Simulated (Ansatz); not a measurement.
A substitution in Li2S

Computed with Ansatz (plane waves, PAW, 420 eV cutoff): PBE, scalar-relativistic, spin polarisation where moments were expected, Gaussian smearing of 0.05 eV.

Li2S was relaxed to zero pressure in the COD cell structure.

Symmetry: Fm-3m, No. 225, cubic system. The conventional cell has a = 5.706 Å, b = 5.706 Å, c = 5.706 Å, α = 90.00°, β = 90.00°, γ = 90.00°. Li (site symmetry -43m) is surrounded by 4 S at 2.47 Å. Around S (site symmetry m-3m) lie 8 Li at 2.47 Å. Neighbours are those within 15 % of a site's shortest distance, so a longer bond may be listed from one end only.

Results for Li2S: a (Å) 5.706, V (Å³/atom) 15.48, shortest unlike bond (Å) 2.47, gap (eV) 3.39, B0 (GPa) 41, E_f (eV/atom) -1.36.

Task: All S is replaced by Se and the cell relaxed again in the same space group. What comes out?

Result: Li2Se: a (Å) 6.006, V (Å³/atom) 18.06, shortest unlike bond (Å) 2.60, gap (eV) 2.98, B0 (GPa) 34, E_f (eV/atom) -1.27.

The volume changes by +16.7 %, or +5.3 % in mean length, and the shortest unlike bond by 0.13 Å. The bulk modulus goes from 40.7 to 33.7 GPa, as V^−1.2: with like bonding the larger cell is the softer. The formation energy moves by 0.09 eV/atom, so Li2S is the more strongly bound against its own elements. For S, Se the 1 valence electrons of Li just fill the anion's shell; these members are gapped.

Gaps are (generalised) Kohn–Sham gaps. E_f is the formation energy from the elements run alike, at 0 K, without zero-point energy or dispersion between the molecules, chains or layers of the solid elements; it is good to about 0.01 eV/atom as a calculation.

All runs used the PAW datasets of the set soft_2.
